Close to its minimum, a smooth energy curve looks like a parabola. On that picture, squeezing a crystal a little and stretching it by the same amount should cost the same energy, and equal steps in volume should change the pressure by equal amounts. The calculations on MoS2 below test this for a cell that is scaled uniformly, with its shape and the relative positions of its atoms held fixed.

Quantum ESPRESSO 7.5 calculations with PBEsol and no dispersion correction for MoS2 (P6_3/mmc, 6-atom cell), scaled uniformly with fractional coordinates fixed. They use GBRV 1.5 ultrasoft pseudopotentials, a 612 eV plane-wave cutoff, a 10×10×3 k mesh and 0.05 eV Fermi–Dirac smearing. Energies are counted from the minimum of the equation-of-state fit.

| volume (Å³/atom) | energy (meV/atom) | pressure (GPa) |
| --- | --- | --- |
| 16.79 | 14.96 | 6.910 |
| 17.15 | 3.49 | 3.130 |
| 17.51 | 0.00 | -0.250 |
| 17.86 | 3.67 | -3.280 |
| 18.22 | 13.74 | -5.990 |
| 18.58 | 29.55 | -8.420 |
| 18.94 | 50.48 | -10.590 |

The parabola fails on both counts. The energy minimum lies at 17.495 Å$^3$ per atom, so the row at 18.22 is slightly further from it than the row at 16.79. Yet the stretched cell costs 13.74 meV per atom and the compressed one 14.96. The pressure tells the same story: it falls by 3.78 GPa over the first volume step and by only 2.17 GPa over the last. The crystal gets softer with every step of stretching.

**Why stretching is easier than squeezing**

MoS2 consists of sandwiches, each with a sheet of molybdenum between two sheets of sulphur, and neighbouring sandwiches are held together only weakly. Because the cell is scaled uniformly, every distance changes by the same percentage. The strong Mo–S bonds must therefore shorten or lengthen along with the soft gap between the sandwiches. Over the whole table the Mo–S distance runs from 2.359 to 2.455 Å.

A chemical bond resists the two directions differently. When atoms are pushed together, the repulsion between their overlapping electron clouds rises steeply. When they are pulled apart, this repulsion fades faster than the attraction, and the restoring force grows ever more slowly. It is standard bonding theory that assigns most of the stiffness to the Mo–S bonds; the energies alone can't separate them from other contacts, since all lengths change together.

**From one length to pressure and stiffness**

The simplest model lets the energy per atom $E$ depend on one representative length $r$, here the Mo–S distance, through a Morse curve:

$$E = D\,(1-q)^2,\qquad q=e^{-a(r-r_0)}.$$

Here $r_0$ is the length at the minimum, $D$ sets the energy scale and $a$ sets how lopsided the curve is. Uniform scaling ties $r$ to the volume per atom $V$ by $r=r_0(V/V_0)^{1/3}$, where $V_0$ is the volume at the minimum, so that $dr/dV=r/(3V)$. The pressure is the negative slope of the energy with volume:

$$P=-\frac{dE}{dV}=\frac{2Da\,r}{3V}\,q\,(q-1).$$

The bulk modulus $B=-V\,dP/dV$ measures the resistance to a change in volume. Its increase per unit of pressure, $B'$, measures how fast the crystal stiffens. For any energy curve in $r$, differentiating once more gives, at the minimum, $B'=1-r_0E'''/(3E'')$, where the primes on $E$ denote derivatives with respect to $r$. An ideal spring has no third derivative, so $B'=1$. For a Morse curve $E'''/E''=-3a$, which gives

$$B'=1+a\,r_0.$$

The constants $D$ and $a$ were fitted to all seven energies, with $V_0$ taken from the equation-of-state fit of the same calculation. With $a=1.427$ Å$^{-1}$ and $r_0=2.391$ Å, the modulus rises by about 4.4 GPa for each GPa of pressure. These constants describe the scaled crystal as a whole. They should not be read as the strength of a single Mo–S bond.

**One pressure worked out**

The most compressed row shows how the model is used. Its energy was part of the fit, but no pressure was. The length is 1.358 % shorter than $r_0$, so $r-r_0=-0.01358\times2.391=-0.0325$ Å and $q=e^{1.427\times0.0325}=1.0475$. With $D=6.645$ eV,

$$P=\frac{2\times6.645\times1.427\times2.359}{3\times16.79}\times1.0475\times0.0475\approx0.044\ \mathrm{eV/Å^3}\approx7.1\ \mathrm{GPa}.$$

The table has 6.91 GPa, so the estimate is about 2 % too high relative to the tabulated value. This is a fair check of consistency, because the tabulated pressures come from a separate evaluation of the stress.

**How much lopsidedness the data demand**

An ideal spring in $r$ underestimates the energy of the most compressed row by about 12 %. The change from length to volume therefore can't explain the trend by itself; the restoring force must be unsymmetrical. The second-order Birch–Murnaghan equation, which has $B'=4$ built in, also has only one fitted constant and misses the same energy by about 1.5 %. The data thus call for a $B'$ somewhat above four, but they don't single out the Morse curve as its only possible form.

The pressure column shows the softening without any of these models. Differences between neighbouring rows give a modulus of about 180 GPa at the compressed end and 114 GPa at the stretched end. The analysis printed after this text has the full comparison.

**The row that seems out of place**

The row at 17.51 has the lowest energy, yet its pressure is −0.250 GPa. Part of this is genuine: the row lies slightly above the volume of the minimum, and the energy curve puts the pressure there at −0.10 GPa. The remaining −0.15 GPa is no peculiarity of this row. In every row the tabulated pressure lies below the slope of the energy curve by nearly the same amount, which is noticeable only where the pressure itself is almost zero.

A likely cause is Pulay stress, an error due to the finite set of plane waves. The stress is evaluated as if this set stayed the same while the cell expands, so the description of the electrons becomes slightly poorer and the energy slightly too high. That adds a spurious inward pull, which has the sign seen here. A repeat at a higher cutoff would test this explanation; for the equilibrium volume the offset amounts to only about 0.1 %.

**What the modulus means in practice**

At the minimum the modulus is 157.4 GPa, so one GPa changes the volume by about 0.6 %. This holds only when all distances are scaled together. A real crystal under hydrostatic pressure can close the soft gap between its sandwiches and largely spare the Mo–S bonds, so its modulus is expected to be much lower. For the same reason, this curve is no test of how well a functional without van der Waals attraction binds the layers.

For a layered material, then, a modulus from uniform scaling with fixed relative positions shows mainly how stiff the layers are. To predict compression under hydrostatic pressure, the cell shape and the atomic positions should be relaxed at each volume, with the attraction between layers included, before the modulus is taken.

Numerical output:

```
fit of energy on 7 rows: coefficient of (bond - bond0)**2 12537 +/- 162; rms 0.743, worst 16.79 -1.73, leave-one-out rms 1.11
fit of energy on 7 rows: coefficient of euler**2 76646 +/- 129; rms 0.0965, worst 16.79 -0.225, leave-one-out rms 0.144
fit of energy on 7 rows: coefficient of (1 - exp(-s*(bond - bond0)))**2 6645 +/- 0.53, s 1.427; rms 0.00418, worst 18.22 0.00832, leave-one-out rms 0.00787
Lengths, misses of the models (prediction less value, meV/atom), pressures and local modulus (GPa):
    row  Mo-S in A  length change in %  spring miss  Eulerian miss  Morse miss  Morse pressure  table less Morse pressure  modulus from row before to this row
  16.79      2.359              -1.358       -1.732         -0.225    -0.00173           7.071                    -0.1609                                  n/a
  17.15      2.375             -0.6637      -0.3324       -0.04605   -0.003472           3.287                    -0.1573                                179.5
  17.51      2.392             0.02143     0.003292       0.003518    0.003551         -0.1011                    -0.1489                                163.9
  17.86      2.408              0.6973      -0.1843       -0.02034    0.004075          -3.135                    -0.1451                                  150
  18.22      2.424               1.364      -0.3982       -0.04398    0.008319           -5.85                    -0.1399                                136.9
  18.58       2.44               2.022      -0.2273         -0.026    0.001433          -8.278                    -0.1416                                125.1
  18.94      2.455               2.672       0.7146        0.09725   -0.002649          -10.45                    -0.1413                                113.9
Mo-S length at the minimum of the scaling path, A: 2.391
energy over squared volume change, most compressed row, meV/atom per (A^3/atom)^2: 30.24
energy over squared volume change, most stretched row, meV/atom per (A^3/atom)^2: 24.33
local modulus between the two most compressed rows, GPa: 179.5
local modulus between the two most stretched rows, GPa: 113.9
slope of modulus with pressure, from the pressure column alone: 4.518
slope of modulus with pressure at the minimum, Morse curve: 4.413
modulus at the minimum, Morse curve, GPa: 157.5
modulus at the minimum, Eulerian parabola, GPa: 156
mean of table pressure less Morse pressure, GPa: -0.1479
volume shift that this offset amounts to, %: -0.09389
```
